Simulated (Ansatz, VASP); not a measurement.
**Two plane-wave programs on TiN (Osbornite)**

```xyz
2
Lattice="0.0000 2.1190 2.1190 2.1190 0.0000 2.1190 2.1190 2.1190 0.0000" Properties=species:S:1:pos:R:3 pbc="T T T"
Ti    0.0000    0.0000    0.0000
N     2.1190    2.1190    2.1190
```

Alike in both runs: task relaxation of cell and atoms; functional PBE; k mesh 13 × 13 × 13; occupations fermi-dirac, width 0.1 eV; no spin polarisation.

|  | VASP | Ansatz |
| --- | --- | --- |
| version | VASP 6.6.1 | Ansatz 0.2.0 |
| potentials or method | VASP PAW PBE potentials, release 64 (Ti_sv, N) | PAW plane waves |
| plane-wave cutoff (eV) | 600 | 420 |
| valence electrons in the cell | 17 | 17 |

```tsv
	VASP	Ansatz	Ansatz less VASP
gap on the k mesh at the Fermi level, each at its own relaxed structure (eV)	none	none	-
relaxed volume (Å³/atom)	9.59	9.58	-0.014
relaxed cell length with the largest relative difference (Å)	3.005	3.003	-0.0015
```

A gap of «none» marks a metal or a gap that the smearing closes.

PBE usually gives volumes a little too large and moduli too small. Zero-point motion and thermal expansion aren't in these numbers.
